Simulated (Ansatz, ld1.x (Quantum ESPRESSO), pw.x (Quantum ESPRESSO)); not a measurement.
From atom to crystal: TM potential for rhenium (Re)

rhenium, norm-conserving Troullier–Martins (Kleinman–Bylander form), made with ld1.x (Quantum ESPRESSO) 7.5 (PBE, scalar-relativistic). Core [Xe] 4f14, reference 5d5 6s2 6p0. Waves: 6s (bound): rc 2.10 bohr; 5d (bound): rc 1.60 bohr; 5f channel at -0.05 Ry: rc 3.00 bohr; 6p (bound, empty): rc 2.85 bohr. Local part: the p channel. Core correction: none.

Crystal test: bcc Re in pw.x 7.5, no spin, 15³ k-points, Fermi–Dirac smearing 0.01 Ry, cutoffs 70/280 Ry. The reference is all-electron LAPW (Ansatz 0.2.0) with the same functional, mesh and smearing; V0 and B0 come from Birch–Murnaghan fits to the pressures at five volumes. Errors are pseudo minus all-electron; Δ is the rms difference of the E(V) curves that follow from these fits, minima aligned, over ±6 % about the mean V0. Mesh and smearing are coarse, so the numbers serve the comparison and aren't converged zero-temperature values; the lattice is a test structure that the element need not adopt.

```
V (Å³/atom)  P all-electron (GPa)  P pseudo (GPa)
     14.327                 21.30           44.77
     14.704                 10.39           31.99
     15.081                  0.89           20.78
     15.458                 -7.39           10.95
     15.835                -14.60            2.32
```

All-electron: a0 = 3.115 Å (V0 = 15.12 Å³/atom), B0 = 350.4 GPa.

Pseudopotential: mean pressure error (GPa): +20.04. The pressure does not cross zero within the volumes sampled, so no fit is given. The largest radius (3.00 bohr) exceeds half the bond length (2.55 bohr), so the spheres overlap, which is one possible source of error among others. This is a poor potential for the solid.

At the middle volume, how do free energy and pressure move when the wave cutoff is lowered (ecutrho kept at four times it)?

```json
{"cutoff (Ry)": "32", "shift of F (meV/atom)": "+78.2", "shift of P (GPa)": "-4.94"}
{"cutoff (Ry)": "42", "shift of F (meV/atom)": "+29.5", "shift of P (GPa)": "+0.10"}
{"cutoff (Ry)": "56", "shift of F (meV/atom)": "+10.3", "shift of P (GPa)": "-0.51"}
```

The run at the middle volume (120 k-points, 6 iterations) took about 11 s on one core of a shared host (Neoverse-V2, 96 threads, 742 GiB, load 34).
